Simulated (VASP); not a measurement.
# In (Im-3m) in VASP: settings compared, part 2 of 2

VASP 6.6.1. Earlier steps stand in the parts before.

## Step 4: Phonons, PBE+D3(BJ)

Input file POSCAR:

```
In
1.0
   -1.8825252400      1.8825252400      1.8825252400
    1.8825252400     -1.8825252400      1.8825252400
    1.8825252400      1.8825252400     -1.8825252400
In
1
Direct
    0.0000000000      0.0000000000      0.0000000000
```

Input file INCAR.step1:

```
SYSTEM = In
  PREC = Accurate
  ENCUT = 600
  EDIFF = 1E-8
  ISMEAR = 0
  SIGMA = 0.05
  LREAL = .FALSE.
  LASPH = .TRUE.
  NELM = 100
  ALGO = Normal
  ISIF = 3
  LWAVE = .FALSE.
  LCHARG = .FALSE.
  GGA = PE
  IVDW = 12
  IBRION = 2
  NSW = 40
  EDIFFG = -0.002
```

Input file INCAR.step2:

```
SYSTEM = In
  PREC = Accurate
  ENCUT = 600
  EDIFF = 1E-8
  ISMEAR = 0
  SIGMA = 0.05
  LREAL = .FALSE.
  LASPH = .TRUE.
  NELM = 100
  ALGO = Normal
  ISIF = 2
  LWAVE = .FALSE.
  LCHARG = .FALSE.
  GGA = PE
  IVDW = 12
  IBRION = 6
  NFREE = 2
  POTIM = 0.015
  NSW = 1
```

Input file KPOINTS:

```
regular mesh
0
G
  4 4 4
  0 0 0
```

Potentials or basis: VASP PAW PBE potentials, release 64 (In_d).

Launch:

```bash
$ cat potpaw_PBE.64/In_d/POTCAR > POTCAR
$ cp INCAR.step1 INCAR
$ mpirun -np 1 vasp_std > vasp.out
$ cp CONTCAR POSCAR
$ cp INCAR.step2 INCAR
$ mpirun -np 1 vasp_std > vasp.out
```

OUTCAR:

```text
SYSTEM = In
   PREC = Accurate
   ENCUT = 600
   EDIFF = 1E-8
   ISMEAR = 0
   LREAL = .FALSE.
   LASPH = .TRUE.
   NELM = 100
   ISIF = 2
   GGA = PE
   IVDW = 12
   IBRION = 6
   NFREE = 2
   POTIM = 0.015
   NSW = 1
 IVDW          = 12

 ion  position               nearest neighbor table
   1  0.000  0.000  0.000-

  LATTYP: Found a body centered cubic cell.
 ALAT       =     3.7582681088

  Lattice vectors:

 A1 = (  -1.8791340544,   1.8791340544,   1.8791340544)
 A2 = (   1.8791340544,  -1.8791340544,   1.8791340544)
 A3 = (   1.8791340544,   1.8791340544,  -1.8791340544)

Analysis of symmetry for initial positions (statically):
=====================================================================
 Subroutine PRICEL returns:
 Original cell was already a primitive cell.

 Routine SETGRP: Setting up the symmetry group for a
 body centered cubic supercell.

 Subroutine GETGRP returns: Found 48 space group operations
 (whereof 48 operations were pure point group operations)
 out of a pool of 48 trial point group operations.

The static configuration has the point symmetry O_h .

Analysis of symmetry for dynamics (positions and initial velocities):
=====================================================================
 Subroutine PRICEL returns:
 Original cell was already a primitive cell.

 Routine SETGRP: Setting up the symmetry group for a
 body centered cubic supercell.

 Subroutine GETGRP returns: Found 48 space group operations
 (whereof 48 operations were pure point group operations)
 out of a pool of 48 trial point group operations.

The dynamic configuration has the point symmetry O_h .

 Subroutine INISYM returns: Found 48 space group operations
 (whereof 48 operations are pure point group operations),
 and found     1 'primitive' translations

[... 116 lines left out ...]

 number of electron      12.9999996 magnetization

 Free energy of the ion-electron system (eV)
  ---------------------------------------------------
  ext. energy  EPLUGINS =         0.00000000
  ---------------------------------------------------
  free energy    TOTEN  =        -2.34280795 eV

  energy without entropy =       -2.33275267  energy(sigma->0) =       -2.33778031

------------------------ aborting loop because EDIFF is reached ----------------------------------------

 Edisp (eV)   -0.33274

 E8    (eV) :    -0.1659
[... 69 lines left out ...]
--------------------------------------- Ionic step        3  -------------------------------------------

 number of electron      12.9999998 magnetization

 Free energy of the ion-electron system (eV)
  ---------------------------------------------------
  ext. energy  EPLUGINS =         0.00000000
  ---------------------------------------------------
  free energy    TOTEN  =        -2.34280995 eV

  energy without entropy =       -2.33275467  energy(sigma->0) =       -2.33778231

 E-fermi :   7.6400     XC(G=0): -10.1906

 val. band max:        7.4899388696   @ k =   0.2500   0.2500   0.2500
 cond. band min:       7.6512582195   @ k =   0.2500   0.2500   0.0000
 fundamental gap:      0.1613193499
 Fermi energy:         7.6399928725

 k-point     1 :       0.0000    0.0000    0.0000
  band No.  band energies     occupation
      1      -7.3216      2.00000
      2      -7.3216      2.00000
      3      -7.3216      2.00000
      4      -7.0539      2.00000
      5      -7.0539      2.00000
      6      -2.0831      2.00000
      7      18.3166      0.00000
      8      18.3166      0.00000
      9      18.3166      0.00000
     10      20.3233      0.00000
[... 121 lines left out ...]
  FREE ENERGIE OF THE ION-ELECTRON SYSTEM (eV)
  ---------------------------------------------------
  free  energy   TOTEN  =        -2.6755466806 eV

  energy  without entropy=       -2.6654914009  energy(sigma->0) =       -2.67051904

 INTERNAL STRAIN TENSORS FROM DISPLACED ATOMS
 ============================================

 INTERNAL STRAIN TENSOR FOR ION    1 for displacements in x,y,z  (eV/Angst):
          X           Y           Z          XY          YZ          ZX
  --------------------------------------------------------------------------------
  x     0.00000     0.00000     0.00000     0.00000     0.00000     0.00000
  y     0.00000     0.00000     0.00000     0.00000     0.00000     0.00000
  z     0.00000     0.00000     0.00000     0.00000     0.00000     0.00000

 Eigenvectors and eigenvalues of the dynamical matrix
 ----------------------------------------------------

   1 f/i=    0.000000 THz     0.000000 2PiTHz    0.000000 cm-1     0.000000 meV
             X         Y         Z           dx          dy          dz
      0.000000  0.000000  0.000000     0.826927   -0.562310    0.000000

   2 f/i=    0.000000 THz     0.000000 2PiTHz    0.000000 cm-1     0.000000 meV
             X         Y         Z           dx          dy          dz
      0.000000  0.000000  0.000000    -0.562310   -0.826927    0.000000

   3 f/i=    0.000000 THz     0.000000 2PiTHz    0.000000 cm-1     0.000000 meV
             X         Y         Z           dx          dy          dz
      0.000000  0.000000  0.000000     0.000000    0.000000    1.000000

 ELASTIC MODULI CONTR FROM IONIC RELAXATION (kBar)
 Direction    XX          YY          ZZ          XY          YZ          ZX
 --------------------------------------------------------------------------------
 XX           0.0000      0.0000      0.0000      0.0000      0.0000      0.0000
 YY           0.0000      0.0000      0.0000      0.0000      0.0000      0.0000
 ZZ           0.0000      0.0000      0.0000      0.0000      0.0000      0.0000
 XY           0.0000      0.0000      0.0000      0.0000      0.0000      0.0000
 YZ           0.0000      0.0000      0.0000      0.0000      0.0000      0.0000
 ZX           0.0000      0.0000      0.0000      0.0000      0.0000      0.0000
 --------------------------------------------------------------------------------
```

OUTCAR.step1:

```text
SYSTEM = In
   PREC = Accurate
   ENCUT = 600
   EDIFF = 1E-8
   ISMEAR = 0
   LREAL = .FALSE.
   LASPH = .TRUE.
[... 365 lines left out ...]
      0.00000     -0.00000      0.00000        -0.000000      0.000000      0.000000
 -----------------------------------------------------------------------------------
    total drift:                               -0.000000     -0.000000     -0.000000

  FREE ENERGIE OF THE ION-ELECTRON SYSTEM (eV)
  ---------------------------------------------------
  free  energy   TOTEN  =        -2.6755691812 eV

  energy  without entropy=       -2.6655139014  energy(sigma->0) =       -2.67054154

 reached required accuracy - stopping structural energy minimisation
```

OSZICAR.step1:

```text
N       E                     dE             d eps       ncg     rms          rms(c)
DAV:   1     0.761047183114E+02    0.76105E+02   -0.70654E+03   160   0.199E+03
DAV:   2     0.351824368164E+00   -0.75753E+02   -0.75012E+02   160   0.303E+02
DAV:   3    -0.230197609990E+01   -0.26538E+01   -0.26408E+01   190   0.671E+01
[... 17 lines left out ...]
DAV:   6    -0.234283282334E+01   -0.22666E-05   -0.19119E-06   174   0.108E-02    0.234E-03
DAV:   7    -0.234283253277E+01    0.29057E-06   -0.52249E-08   174   0.186E-03    0.813E-04
DAV:   8    -0.234283244210E+01    0.90671E-07   -0.46848E-09   102   0.474E-04    0.494E-05
DAV:   9    -0.234283245262E+01   -0.10516E-07   -0.42996E-10    98   0.275E-04    0.282E-05
DAV:  10    -0.234283245218E+01    0.43997E-09   -0.92036E-11    96   0.121E-04
   2 F= -.26755692E+01 E0= -.26705415E+01  d E =-.101207E-03
```

Wall time 16 s (1 thread of Intel Xeon 6975P-C (Granite Rapids), shared host); peak memory 0.15 GiB.

The run converged, but some of its settings lie outside the range that counts as converged, so its numbers aren't taken as properties of the crystal.

Results:

| Item | Value |
| --- | --- |
| Relaxed volume | 26.54 Å³/atom |
| Relaxed cell | a = 3.255 Å, b = 3.255 Å, c = 3.255 Å, α = 109.47°, β = 109.47°, γ = 109.47° |
| Space group after relaxing (to 0.05 Å) | Im-3m (No. 229) |
| Dispersion energy per atom | -0.333 eV |

Caveat: the k mesh is coarse (spacing up to 0.59 Å⁻¹), so the values aren't converged.

## Step 5: For comparison

An earlier run on the cell as given: functional PBEsol; potentials or basis VASP PAW PBE potentials, release 64 (In_d); cutoff 520 eV; k mesh 10 × 10 × 10; occupations fermi-dirac, width 0.05 eV; no spin polarisation.

- Pressure: -1.4 GPa
- Band gap on the k mesh: none (metal or under the smearing width)

## Step 6: Summary

```tsv
task	level	smearing	ladder	other keys	gap on the mesh (eV)	pressure (GPa)
core levels	PBE	methfessel-paxton 0.2 eV	-	several, not listed	none	1.5
optical spectrum	optB88-vdW	tetrahedron, uncorrected 0.02 eV	-	ISMEAR = -4; SIGMA = 0.02; ISYM = 1	none	2.8
single point	PBEsol	fermi-dirac 0.05 eV	free	-	none	-1.4
```

Alike in all rows: potentials or basis VASP PAW PBE potentials, release 64 (In_d); no spin polarisation; cell as given; k mesh 10 × 10 × 10; cutoff (eV) 520.

Caveats: the PAW data sets were made with another functional, which shifts forces and pressure a little (some runs).

Absolute energies hang on the potentials; compare differences alone.
